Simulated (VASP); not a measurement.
Here is a VASP 6.6.1 calculation.

INCAR

```
SYSTEM = C
  ALGO = Normal
  EDIFF = 1E-7
  ENCUT = 520
  GGA = PE
  ISIF = 2
  ISMEAR = 0
  LASPH = .True.
  LCHARG = .False.
  LREAL = .False.
  LWAVE = .False.
  NELM = 100
  PREC = Accurate
  SIGMA = 0.02
```

KPOINTS

```
k-points
0
Gamma
  10 10 10
  0 0 0
```

Contents of POSCAR:

```
C
1.0
    0.0000000000      1.7833700000      1.7833700000
    1.7833700000      0.0000000000      1.7833700000
    1.7833700000      1.7833700000      0.0000000000
C
2
Direct
    0.0000000000      0.0000000000      0.0000000000
    0.2500000000      0.2500000000      0.2500000000
```

Potentials or basis: VASP PAW PBE potentials, release 64 (C).

Run with:

```console
$ cat potpaw_PBE.64/C/POTCAR > POTCAR
$ mpirun -np 1 vasp_std > vasp.out
```

Q: Estimate the pressure.

A: 2.5 GPa.

Q: What does it give for the band gap on the k mesh?

A: 4.17 eV, indirect (least direct gap 5.59 eV).

A k mesh can miss the band edges. As with any semilocal functional, this PBE gap is likely too small.
